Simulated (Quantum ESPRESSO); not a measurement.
# Dielectric function and optical constants of AlP

Wanted: where AlP starts to absorb, how strongly, and its refractive index. The cell comes from an older database entry, whose edges can differ from later determinations, mostly by under a per cent.

Program: Quantum ESPRESSO 7.5. Level of theory: DFT, PBE, plane waves with norm-conserving potentials (PseudoDojo), scalar-relativistic, independent-particle optical response without local fields and without the non-local commutator. Results are calculated unless marked as measured.

The database entry behind the starting cell differs from later determinations by our own check (0.1 to 0.3 % short, probably kX units), so it need not match the best structure at ambient conditions.

## Step 1: The structure

It takes space group F-43m (No. 216, cubic). Conventional cell: a = 5.451 Å, b = 5.451 Å, c = 5.451 Å, α = 90.00°, β = 90.00°, γ = 90.00°. Nearest to P lie 4 Al at 2.36 Å. Al has 4 P at 2.36 Å nearest. Farther neighbours are not listed.

## Step 2: Ground state

The self-consistent density comes first; it also tells whether there is a gap, which decides the occupations and the need for a Drude term.

This step: DFT, PBE, plane waves with norm-conserving potentials (PseudoDojo), scalar-relativistic, ground state (Quantum ESPRESSO 7.5).

scf.in reads:

```
&control
  calculation = 'scf'
  prefix = 'x'
  outdir = './tmp'
  pseudo_dir = './'
  verbosity = 'high'
/
&system
  ibrav = 0
  nat = 2
  ntyp = 2
  ecutwfc = 70
  occupations = 'smearing'
  smearing = 'fd'
  degauss = 0.003675
  nbnd = 8
/
&electrons
  conv_thr = 1e-09
  electron_maxstep = 100
/
ATOMIC_SPECIES
  P 1.0 P.upf
  Al 1.0 Al.upf
CELL_PARAMETERS angstrom
  0.000000000000 2.725500000000 2.725500000000
  2.725500000000 0.000000000000 2.725500000000
  2.725500000000 2.725500000000 0.000000000000
ATOMIC_POSITIONS crystal
  P 0.750000000000 0.750000000000 0.750000000000
  Al 0.000000000000 0.000000000000 0.000000000000
K_POINTS automatic
  7 7 7 0 0 0
```

On the command line:

```sh
$ mpirun -n 4 pw.x -nk 4 -in scf.in
```

The program printed:

```text
for quantum simulation of materials; please cite

     using ibrav=0 with symmetry is DISCOURAGED, use correct ibrav instead

     G-vector sticks info
     --------------------
     sticks:   dense  smooth     PW     G-vecs:    dense   smooth      PW
     Sum        1027    1027    301                21595    21595    3479

     Using Slab Decomposition

     bravais-lattice index     =            0
     lattice parameter (alat)  =       7.2838  a.u.
     unit-cell volume          =     273.2531 (a.u.)^3
     number of atoms/cell      =            2
     number of atomic types    =            2
     number of electrons       =         8.00
     number of Kohn-Sham states=            8
     kinetic-energy cutoff     =      70.0000  Ry
     charge density cutoff     =     280.0000  Ry
     scf convergence threshold =      1.0E-09
     mixing beta               =       0.7000
     number of iterations used =            8  plain     mixing
     Exchange-correlation= PBE
                           (   1   4   3   4   0   0   0)

     celldm(1)=   7.283834  celldm(2)=   0.000000  celldm(3)=   0.000000
     celldm(4)=   0.000000  celldm(5)=   0.000000  celldm(6)=   0.000000

     crystal axes: (cart. coord. in units of alat)
               a(1) = (   0.000000   0.707107   0.707107 )
               a(2) = (   0.707107   0.000000   0.707107 )
               a(3) = (   0.707107   0.707107   0.000000 )

     reciprocal axes: (cart. coord. in units 2 pi/alat)
               b(1) = ( -0.707107  0.707107  0.707107 )
               b(2) = (  0.707107 -0.707107  0.707107 )
               b(3) = (  0.707107  0.707107 -0.707107 )

     ./P.upf
     Pseudo is Norm-conserving + core correction, Zval =  5.0
     Generated using ONCVPSP code by D. R. Hamann
     Using radial grid of 1298 points,  6 beta functions with:
                l(1) =   0
                l(2) =   0
                l(3) =   1
                l(4) =   1
                l(5) =   2
                l(6) =   2

     ./Al.upf
     Pseudo is Norm-conserving + core correction, Zval =  3.0
     Generated using ONCVPSP code by D. R. Hamann
     Using radial grid of 1876 points,  6 beta functions with:
                l(1) =   0
                l(2) =   0
                l(3) =   1
                l(4) =   1
                l(5) =   2
                l(6) =   2

     atomic species   valence    mass     pseudopotential
     P                 5.00     1.00000     P ( 1.00)
     Al                3.00     1.00000     Al( 1.00)

     24 Sym. Ops. (no inversion) found

                                    s                        frac. trans.

     [... symmetry matrices left out ...]
   Cartesian axes

     site n.     atom                  positions (alat units)
         1        P      tau(   1) = (   1.0606602   1.0606602   1.0606602  )
         2        Al     tau(   2) = (   0.0000000   0.0000000   0.0000000  )

   Crystallographic axes

     site n.     atom                  positions (cryst. coord.)
         1        P      tau(   1) = (  0.7500000  0.7500000  0.7500000  )
         2        Al     tau(   2) = (  0.0000000  0.0000000  0.0000000  )

     number of k points=    20  Fermi-Dirac smearing, width (Ry)=  0.0037
                       cart. coord. in units 2pi/alat
        k(    1) = (   0.0000000   0.0000000   0.0000000), wk =   0.0058309
        k(    2) = (   0.1010153   0.1010153  -0.1010153), wk =   0.0466472
        k(    3) = (   0.2020305   0.2020305  -0.2020305), wk =   0.0466472
        k(    4) = (   0.3030458   0.3030458  -0.3030458), wk =   0.0466472
        k(    5) = (   0.2020305  -0.0000000   0.0000000), wk =   0.0349854
        k(    6) = (   0.3030458   0.1010153  -0.1010153), wk =   0.1399417
        k(    7) = (   0.4040610   0.2020305  -0.2020305), wk =   0.1399417
        k(    8) = (  -0.2020305  -0.4040610   0.4040610), wk =   0.1399417
        k(    9) = (  -0.1010153  -0.3030458   0.3030458), wk =   0.1399417
        k(   10) = (  -0.0000000  -0.2020305   0.2020305), wk =   0.0699708
        k(   11) = (   0.4040610  -0.0000000   0.0000000), wk =   0.0349854
        k(   12) = (   0.5050763   0.1010153  -0.1010153), wk =   0.1399417
        k(   13) = (  -0.1010153  -0.5050763   0.5050763), wk =   0.1399417
        k(   14) = (   0.0000000  -0.4040610   0.4040610), wk =   0.0699708
        k(   15) = (   0.6060915  -0.0000000   0.0000000), wk =   0.0349854
        k(   16) = (  -0.0000000  -0.6060915   0.6060915), wk =   0.0699708
[...]
cryst. coord.
[...]
k(   13) = (  -0.0000000   0.2857143  -0.4285714), wk =   0.1399417
        k(   14) = (   0.0000000   0.2857143  -0.2857143), wk =   0.0699708
        k(   15) = (   0.0000000   0.4285714   0.4285714), wk =   0.0349854
        k(   16) = (   0.0000000   0.4285714  -0.4285714), wk =   0.0699708
        k(   17) = (   0.1428571   0.2857143   0.4285714), wk =   0.1399417
        k(   18) = (   0.1428571   0.2857143  -0.4285714), wk =   0.2798834
        k(   19) = (   0.1428571   0.4285714  -0.4285714), wk =   0.1399417
        k(   20) = (   0.1428571   0.4285714  -0.2857143), wk =   0.1399417

     Dense  grid:    21595 G-vectors     FFT dimensions: (  40,  40,  40)

     Initial potential from superposition of free atoms

     starting charge       7.9974, renormalised to       8.0000
     Starting wfcs are    8 randomized atomic wfcs

     Self-consistent Calculation

     iteration #  1     ecut=    70.00 Ry     beta= 0.70
     Davidson diagonalization with overlap

            48 MiB given to the printing process from OS
            18 MiB allocation reported by mallinfo(arena+hblkhd)
------------------
     ethr =  1.00E-02,  avg # of iterations =  5.0

     total energy              =     -18.55456369 Ry
     estimated scf accuracy    <       0.09356361 Ry

     iteration #  2     ecut=    70.00 Ry     beta= 0.70
     Davidson diagonalization with overlap

            56 MiB given to the printing process from OS
            24 MiB allocation reported by mallinfo(arena+hblkhd)
------------------
     ethr =  1.17E-03,  avg # of iterations =  2.0

     total energy              =     -18.57435760 Ry
     estimated scf accuracy    <       0.01296759 Ry

     iteration #  3     ecut=    70.00 Ry     beta= 0.70
     Davidson diagonalization with overlap

            58 MiB given to the printing process from OS
            25 MiB allocation reported by mallinfo(arena+hblkhd)
------------------
     ethr =  1.62E-04,  avg # of iterations =  2.9

     total energy              =     -18.57664090 Ry
     estimated scf accuracy    <       0.00050481 Ry

     iteration #  4     ecut=    70.00 Ry     beta= 0.70
     Davidson diagonalization with overlap

            58 MiB given to the printing process from OS
            26 MiB allocation reported by mallinfo(arena+hblkhd)
------------------
     ethr =  6.31E-06,  avg # of iterations =  5.4

     total energy              =     -18.57669430 Ry
     estimated scf accuracy    <       0.00003238 Ry

     iteration #  5     ecut=    70.00 Ry     beta= 0.70
     Davidson diagonalization with overlap

            59 MiB given to the printing process from OS
            26 MiB allocation reported by mallinfo(arena+hblkhd)
------------------
     ethr =  4.05E-07,  avg # of iterations =  2.1

     total energy              =     -18.57670296 Ry
     estimated scf accuracy    <       0.00000045 Ry

     iteration #  6     ecut=    70.00 Ry     beta= 0.70
     Davidson diagonalization with overlap

            60 MiB given to the printing process from OS
            27 MiB allocation reported by mallinfo(arena+hblkhd)
------------------
     ethr =  5.63E-09,  avg # of iterations =  3.1

     End of self-consistent calculation

          k = 0.0000 0.0000 0.0000 (  2733 PWs)   bands (ev):

    -6.4569   5.0804   5.0804   5.0804   8.4062   9.6446   9.6446   9.6446

     occupation numbers
     1.0000   1.0000   1.0000   1.0000   0.0000   0.0000   0.0000   0.0000

          k = 0.1010 0.1010-0.1010 (  2698 PWs)   bands (ev):

    -6.2316   3.5792   4.8923   4.8923   8.7833   9.9953   9.9953  10.4175

     occupation numbers
     1.0000   1.0000   1.0000   1.0000   0.0000   0.0000   0.0000   0.0000

          k = 0.2020 0.2020-0.2020 (  2698 PWs)   bands (ev):

    -5.6140   1.3695   4.5562   4.5562   8.2938  10.2095  10.2095  12.5308

     occupation numbers
     1.0000   1.0000   1.0000   1.0000   0.0000   0.0000   0.0000   0.0000

          k = 0.3030 0.3030-0.3030 (  2725 PWs)   bands (ev):

    -4.9039  -0.2213   4.3419   4.3419   7.9525   9.9467   9.9467  13.3565

     occupation numbers
     1.0000   1.0000   1.0000   1.0000   0.0000   0.0000   0.0000   0.0000

          k = 0.2020-0.0000 0.0000 (  2714 PWs)   bands (ev):

    -6.1559   3.7213   4.4897   4.4897   8.8823   9.6669  10.6453  10.6453

     occupation numbers
     1.0000   1.0000   1.0000   1.0000   0.0000   0.0000   0.0000   0.0000

          k = 0.3030 0.1010-0.1010 (  2706 PWs)   bands (ev):

    -5.6639   2.0154   4.0786   4.0830   8.6781   9.9994  10.7950  11.2506

     occupation numbers
     1.0000   1.0000   1.0000   1.0000   0.0000   0.0000   0.0000   0.0000

     [... further k points left out ...]

     the Fermi energy is     5.9159 ev

!    total energy              =     -18.57670321 Ry
     estimated scf accuracy    <          9.3E-10 Ry
     smearing contrib. (-TS)   =      -0.00000000 Ry
     internal energy E=F+TS    =     -18.57670321 Ry

     The total energy is F=E-TS. E is the sum of the following terms:
     one-electron contribution =       3.36060993 Ry
     hartree contribution      =       1.83844524 Ry
     xc contribution           =      -6.30704786 Ry
     ewald contribution        =     -17.46871052 Ry

     convergence has been achieved in   6 iterations

     XML data file, charge density, pseudopotentials, collected wavefunctions

                                        0.00s GPU  (     124 calls)

=------------------------------------------------------------------------------=
   JOB DONE.
=------------------------------------------------------------------------------=
```

Run time: 1.9 s. Hardware: 4 MPI ranks of Arm Neoverse V2, shared host; peak memory 0.06 GiB; 7.4 s of CPU time.

Read-outs, printed or worked out from the files:

```
total energy           : -18.58 Ry
gap on the k-mesh      : 1.695 eV
direct gap on the mesh : 3.326 eV
```

There is a gap, 1.69 eV on this mesh (points off the mesh can give less), so no carriers' term is needed.

[end of part 1 of 3]

[Machine, clock, banner and «Message from routine» lines are left out of the logs.]

[Logs are printed without paths, hosts, clocks, repeated set-up lines and the standing remarks that a program may print on its own settings, such as how far it seeks lower states.]

[Hosts, paths, dates, database ids (printed as entryN), source tags and the programs' standing remarks are cut or masked in the printed files.]
